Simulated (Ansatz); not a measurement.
Crystal: Te2Mo.

```
CELL_PARAMETERS angstrom
6.34645 0.00000 0.00000
0.00000 3.49422 0.00000
-0.54903 0.00000 14.85616
ATOMIC_POSITIONS crystal
Te 0.06309 0.50000 0.40139
Te 0.93626 0.00000 0.59892
Te 0.56720 0.00000 0.36206
Te 0.43254 0.50000 0.63827
Te 0.09105 0.00000 0.13792
Te 0.90945 0.50000 0.86175
Te 0.58109 0.50000 0.09855
Te 0.41935 0.00000 0.90115
Mo 0.31969 0.00000 0.50683
Mo 0.67978 0.50000 0.49352
Mo 0.18149 0.50000 0.00653
Mo 0.81900 0.00000 0.99309
```

The cell is a database's computed one.

- Program: Ansatz 0.2.0
- Task: relaxation of cell and atoms
- Functional: PBE
- Dispersion: D3(BJ)
- Potentials or basis: Ansatz PAW
- Cutoff: 420 eV (not typed: the program's choice for these potentials)
- k mesh: 4 × 8 × 2
- Occupations: fermi-dirac, width 0.05 eV
- Spin: no spin polarisation

At the start: volume 27.45 Å³/atom.

Question: Where does the relaxation end?

Answer: It ends after 8 steps and the volume is 24.28 Å³/atom (-11.6 %); space group P2_1/m (No. 11, to 0.05 Å).

The path:
```tsv
step	energy change (eV)	largest force (eV/Å)	volume (Å³)
1	0.0000	0.1956	329.45
2	-0.1045	0.1809	289.91
3	-0.3156	0.1606	300.79
4	-0.3849	0.1204	295.10
5	-0.4038	0.0952	290.83
6	-0.4066	0.0252	291.54
7	-0.4068	0.0038	291.37
8	-0.4010	0.0038	291.37
```

Final structure:
```cif
data_structure
_symmetry_space_group_name_H-M 'P 1'
_symmetry_Int_Tables_number 1
_cell_length_a 6.3367
_cell_length_b 3.4726
_cell_length_c 13.2667
_cell_angle_alpha 90.000
_cell_angle_beta 93.538
_cell_angle_gamma 90.000
_cell_volume 291.37
loop_
_atom_site_label
_atom_site_type_symbol
_atom_site_fract_x
_atom_site_fract_y
_atom_site_fract_z
_atom_site_occupancy
Te1 Te 0.05617 0.50000 0.39303 1
Te2 Te 0.94379 0.00000 0.60700 1
Te3 Te 0.56035 0.00000 0.34496 1
Te4 Te 0.43961 0.50000 0.65506 1
Te5 Te 0.09419 0.00000 0.15553 1
Te6 Te 0.90585 0.50000 0.84444 1
Te7 Te 0.58604 0.50000 0.10660 1
Te8 Te 0.41401 0.00000 0.89338 1
Mo1 Mo 0.31973 0.00000 0.50635 1
Mo2 Mo 0.68022 0.50000 0.49367 1
Mo3 Mo 0.18223 0.50000 0.00766 1
Mo4 Mo 0.81781 0.00000 0.99231 1
```

Caveat: the plane-wave basis is chosen anew once the cell has moved, so the energies of steps on either side of that aren't comparable.
